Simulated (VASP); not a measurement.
# TePb (Fm-3m) in VASP: a series of runs, part 2 of 2

VASP 6.6.1.

**3. Relaxation of the atoms, PBE (a relaxed cell with its volume scaled by 1.02)**

File INCAR:

```
SYSTEM = TePb
PREC = Accurate
ENCUT = 300
EDIFF = 1E-7
ISMEAR = 0
SIGMA = 0.03
LREAL = .FALSE.
LASPH = .TRUE.
NELM = 80
ALGO = Normal
ISIF = 2
LWAVE = .FALSE.
LCHARG = .FALSE.
GGA = PE
IBRION = 2
NSW = 40
EDIFFG = -0.01
```

File KPOINTS:

```
Automatic mesh
0
G
  4 4 4
  0 0 0
```

File POSCAR:

```
TePb                                    
1.0
    0.0000000000      3.3018567139      3.3018567139
    3.3018567139      0.0000000000      3.3018567139
    3.3018567139      3.3018567139      0.0000000000
  Te              Pb            
     1     1
Direct
     0.5000000000000000    0.5000000000000000    0.5000000000000000
     0.0000000000000000    0.0000000000000000    0.0000000000000000
```

Potentials or basis: VASP PAW PBE potentials, release 64 (Te, Pb).

Launch:

```sh
$ cat potpaw_PBE.64/Te/POTCAR potpaw_PBE.64/Pb/POTCAR > POTCAR
$ mpirun -np 1 vasp_std > vasp.out
```

OUTCAR:

```text
SYSTEM = TePb
   PREC = Accurate
   ENCUT = 300
   EDIFF = 1E-7
   ISMEAR = 0
   LREAL = .FALSE.
   LASPH = .TRUE.
   NELM = 80
   ISIF = 2
   GGA = PE
   IBRION = 2
   NSW = 40
   EDIFFG = -0.01

 ion  position               nearest neighbor table
   1  0.500  0.500  0.500-   2 3.30   2 3.30   2 3.30   2 3.30   2 3.30   2 3.30
   2  0.000  0.000  0.000-   1 3.30   1 3.30   1 3.30   1 3.30   1 3.30   1 3.30

  LATTYP: Found a face centered cubic cell.
 ALAT       =     6.6037134278

  Lattice vectors:

 A1 = (   0.0000000000,   3.3018567139,   3.3018567139)
 A2 = (   3.3018567139,   0.0000000000,   3.3018567139)
 A3 = (   3.3018567139,   3.3018567139,   0.0000000000)

Analysis of symmetry for initial positions (statically):
=====================================================================
 Subroutine PRICEL returns:
 Original cell was already a primitive cell.

 Routine SETGRP: Setting up the symmetry group for a
[... 159 lines left out ...]
 cond. band min:       4.6783792423   @ k =   0.5000   0.0000   0.0000
 fundamental gap:      0.8600339900
 Fermi energy:         3.9624706585

 k-point     1 :       0.0000    0.0000    0.0000
  band No.  band energies     occupation
      1      -7.6698      2.00000
      2      -1.9287      2.00000
      3       2.7254      2.00000
      4       2.7254      2.00000
      5       2.7254      2.00000
      6       7.8264      0.00000
      7       7.8264      0.00000
      8       7.8264      0.00000
      9       9.7543      0.00000
[... 73 lines left out ...]
 k-point     8 :      -0.2500    0.5000    0.2500
  band No.  band energies     occupation
      1      -6.1153      2.00000
      2      -3.9454      2.00000
      3       0.4871      2.00000
      4       0.4871      2.00000
      5       3.5682      2.00000
      6       5.5618      0.00000
      7       9.0106      0.00000
      8       9.0106      0.00000
      9      10.5314      0.00000

------------------------ aborting loop because EDIFF is reached ----------------------------------------

  FORCE on cell =-STRESS in cart. coord.  units (eV):
  Direction    XX          YY          ZZ          XY          YZ          ZX
  --------------------------------------------------------------------------------------
  -------------------------------------------------------------------------------------
  Total       -0.3358918     -0.3358918     -0.3358918      0.0000000      0.0000000     -0.0000000
  in kB       -7.4748989     -7.4748989     -7.4748989      0.0000000      0.0000000     -0.0000000
  external PRESSURE =      -7.4748989 kB  Pullay stress =       0.0000000 kB

 VOLUME and BASIS-vectors are now :
 -----------------------------------------------------------------------------
  energy-cutoff  :      300.00
  volume of cell :       72.00
      direct lattice vectors                 reciprocal lattice vectors
     0.000000000  3.301856714  3.301856714    -0.151429951  0.151429951  0.151429951
     3.301856714  0.000000000  3.301856714     0.151429951 -0.151429951  0.151429951
     3.301856714  3.301856714  0.000000000     0.151429951  0.151429951 -0.151429951

 POSITION                                       TOTAL-FORCE (eV/Angst)
 -----------------------------------------------------------------------------------
      3.30186      3.30186      3.30186         0.000000     -0.000000      0.000000
      0.00000      0.00000      0.00000        -0.000000      0.000000     -0.000000
 -----------------------------------------------------------------------------------
    total drift:                                0.000000      0.000000      0.000000

  FREE ENERGIE OF THE ION-ELECTRON SYSTEM (eV)
  ---------------------------------------------------
  free  energy   TOTEN  =        -7.5275327391 eV

  energy  without entropy=       -7.5275327391  energy(sigma->0) =       -7.52753274

 reached required accuracy - stopping structural energy minimisation
```

CONTCAR:

```text
TePb
   1.00000000000000
     0.0000000000000000    3.3018567138999999    3.3018567138999999
     3.3018567138999999    0.0000000000000000    3.3018567138999999
     3.3018567138999999    3.3018567138999999    0.0000000000000000
  Te              Pb
     1     1
Direct
     0.5000000000000000    0.5000000000000000    0.5000000000000000
     0.0000000000000000    0.0000000000000000    0.0000000000000000

  0.00000000E+00  0.00000000E+00  0.00000000E+00
  0.00000000E+00  0.00000000E+00  0.00000000E+00
```

Run time: 3.5 s. Hardware: 1 thread of Intel Xeon 6975P-C (Granite Rapids), shared host; peak memory 0.15 GiB.

Results:

```
Free energy             : -7.5275 eV
Pressure after relaxing : -0.7 GPa
Band gap on the k mesh  : 0.86 eV, direct
```

Final structure:
```
CELL_PARAMETERS angstrom
0.00000 3.30186 3.30186
3.30186 0.00000 3.30186
3.30186 3.30186 0.00000
ATOMIC_POSITIONS crystal
Te 0.50000 0.50000 0.50000
Pb 0.00000 0.00000 0.00000
```

Caveat: the relaxation stopped at its first step, so nothing moved; spin-orbit coupling is left out, which as a rule narrows the gap of such compounds by several tenths of an eV. A k mesh can miss the band edges.

**4. Relaxation of the atoms, PBE (a relaxed cell with its volume scaled by 1.04)**

INCAR is that of step 3.

KPOINTS is that of step 3.

File POSCAR:

```
TePb                                    
1.0
    0.0000000000      3.3232979426      3.3232979426
    3.3232979426      0.0000000000      3.3232979426
    3.3232979426      3.3232979426      0.0000000000
  Te              Pb            
     1     1
Direct
     0.5000000000000000    0.5000000000000000    0.5000000000000000
     0.0000000000000000    0.0000000000000000    0.0000000000000000
```

Launch:

```sh
$ cat potpaw_PBE.64/Te/POTCAR potpaw_PBE.64/Pb/POTCAR > POTCAR
$ mpirun -np 1 vasp_std > vasp.out
```

It took 3.5 s on 1 thread of Intel Xeon 6975P-C (Granite Rapids), shared host; peak memory 0.15 GiB.

Results (log left out):

- Free energy: -7.5179 eV
- Pressure after relaxing: -1.4 GPa
- Band gap on the k mesh: 0.89 eV, direct

Final structure:
```
Te Pb
1.0
     0.00000    3.32330    3.32330
     3.32330    0.00000    3.32330
     3.32330    3.32330    0.00000
Te Pb
1 1
Direct
  0.50000 0.50000 0.50000
  0.00000 0.00000 0.00000
```

Levels at points of the mesh, in eV from the valence-band top:
```tsv
k point	band 2	band 3	band 4	band 5	band 6	band 7	band 8	band 9
(0.00, 0.00, 0.00)	-5.79	-1.02	-1.02	-1.02	3.98	3.98	3.98	5.98
(0.50, 0.00, 0.00)	-8.18	-0.63	-0.63	0.00	0.89	1.47	1.47	8.26
(0.50, 0.50, 0.00)	-7.18	-3.85	-2.32	-2.32	3.65	5.18	5.18	6.24
```

Caveat: the relaxation stopped at its first step, so nothing moved; spin-orbit coupling is left out, which as a rule narrows the gap of such compounds by several tenths of an eV. A k mesh can miss the band edges.

**5. Relaxation of the atoms, PBE (a relaxed cell with its volume scaled by 1.06)**

INCAR is that of step 4.

KPOINTS is that of step 4.

File POSCAR:

```
TePb                                    
1.0
    0.0000000000      3.3444660162      3.3444660162
    3.3444660162      0.0000000000      3.3444660162
    3.3444660162      3.3444660162      0.0000000000
  Te              Pb            
     1     1
Direct
     0.5000000000000000    0.5000000000000000    0.5000000000000000
     0.0000000000000000    0.0000000000000000    0.0000000000000000
```

Launch:

```sh
$ cat potpaw_PBE.64/Te/POTCAR potpaw_PBE.64/Pb/POTCAR > POTCAR
$ mpirun -np 1 vasp_std > vasp.out
```

Wall time 3.5 s (1 thread of Intel Xeon 6975P-C (Granite Rapids), shared host); peak memory 0.15 GiB.

Results (log left out):

- Free energy: -7.5028 eV
- Pressure after relaxing: -2.0 GPa
- Band gap on the k mesh: 0.92 eV, direct

Final structure:
```
CELL_PARAMETERS angstrom
0.00000 3.34447 3.34447
3.34447 0.00000 3.34447
3.34447 3.34447 0.00000
ATOMIC_POSITIONS crystal
Te 0.50000 0.50000 0.50000
Pb 0.00000 0.00000 0.00000
```

Levels at points of the mesh, in eV from the valence-band top:
| k point | band 3 | band 4 | band 5 | band 6 | band 7 | band 8 |
| --- | --- | --- | --- | --- | --- | --- |
| (0.00, 0.00, 0.00) | -0.96 | -0.96 | -0.96 | 3.95 | 3.95 | 3.95 |
| (0.50, 0.00, 0.00) | -0.57 | -0.57 | 0.00 | 0.92 | 1.51 | 1.51 |
| (0.50, 0.50, 0.00) | -3.71 | -2.22 | -2.22 | 3.73 | 5.11 | 5.11 |

Caveat: the relaxation stopped at its first step, so nothing moved; spin-orbit coupling is left out, which as a rule narrows the gap of such compounds by several tenths of an eV. A k mesh can miss the band edges.

**6. The runs side by side**

| cell | gap on the mesh (eV) | pressure (GPa) |
| --- | --- | --- |
| atoms relaxed | 0.83 | 0.0 |
| atoms relaxed from: a relaxed cell with its volume scaled by 1.02 | 0.86 | -0.7 |
| atoms relaxed from: a relaxed cell with its volume scaled by 1.04 | 0.89 | -1.4 |
| atoms relaxed from: a relaxed cell with its volume scaled by 1.06 | 0.92 | -2.0 |

Alike in all rows: task relaxation of the atoms; level PBE; potentials or basis VASP PAW PBE potentials, release 64 (Te, Pb); no spin polarisation; k mesh 4 × 4 × 4; cutoff (eV) 300; smearing gaussian 0.03 eV.

Caveats: the relaxation stopped at its first step, so nothing moved; spin-orbit coupling is left out, which as a rule narrows the gap of such compounds by several tenths of an eV.

Total energies depend on the potentials used, so only differences within one code and one set of settings carry meaning.

**7. Comparison with measurements**

Step 2. Measured gap of TePb: 0.19 eV (direct; 4.2 K; a printed reference work, monograph). This calculation gives 0.83 eV (+0.64 eV). Spin-orbit coupling on Pb, Te is left out. The value is that of PBE on a finite k mesh, which can miss the band edges, without temperature or zero-point motion.
